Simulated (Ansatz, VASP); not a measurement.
One calculation of AlRu, two programs

File INCAR:

```
ALGO = Normal
EDIFF = 1E-7
ENCUT = 520
GGA = PE
ISIF = 2
ISMEAR = 0
LASPH = True
LCHARG = True
LELF = True
LREAL = False
LVHAR = True
LWAVE = False
NBANDS = 16
NELM = 100
PREC = Accurate
SIGMA = 0.1
```

Contents of KPOINTS:

```
k-points
0
Gamma
  12 12 12
```

File POSCAR:

```
AlRu
1.0
    3.0263923080      0.0000000000      0.0000000000
    0.0000000000      3.2956363080      0.0000000000
    0.0000000000      0.0000000000      3.0263923080
Al Ru
1 1
Direct
    0.0000000000      0.0000000000      0.0000000000
    0.5000000000      0.5000000000      0.5000000000
```

Input for Ansatz:

```yaml
crystal:
  lattice:
    - [3.026392308, 0.0, 0.0]
    - [0.0, 3.295636308, 0.0]
    - [0.0, 0.0, 3.026392308]
  atoms:
    - { symbol: Al, position: [0.0, 0.0, 0.0] }
    - { symbol: Ru, position: [0.5, 0.5, 0.5] }
basis:
  ecutwfc: 420
kpoints:
  mp_grid: { grid: [12, 12, 12] }
hamiltonian:
  xc: pbe
scf:
  occupations: { method: gaussian, width: 0.1 }
output:
  forces: true
  stress: true
  eigenvalues: true
  populations: true
```

Alike in both runs: task single point; functional PBE; k mesh 12 × 12 × 12; occupations gaussian, width 0.1 eV; no spin polarisation.

```csv
,VASP,Ansatz
version,VASP 6.6.1,Ansatz 0.2.0
potentials or method,"VASP PAW PBE potentials, release 64 (Al, Ru_pv)","scalar-relativistic, plane waves, PAW"
plane-wave cutoff (eV),520,420
valence electrons in the cell,17,19
```

Ansatz gave:

* gap on the k mesh at the Fermi level (eV): none
* pressure (GPa): -16.7
* largest component of the traceless stress (GPa): 6.90

Problem. Which values does VASP return?

Solution. gap on the k mesh at the Fermi level (eV): none; pressure (GPa): -16.8; largest component of the traceless stress (GPa): 6.90.

A gap of «none» marks a metal or a gap that the smearing closes. The two sets of potentials don't hold the same shells in valence.

Caveats: so large a pressure means that the cell lies far from this level's equilibrium, or that cutoff or potentials fall short (VASP).
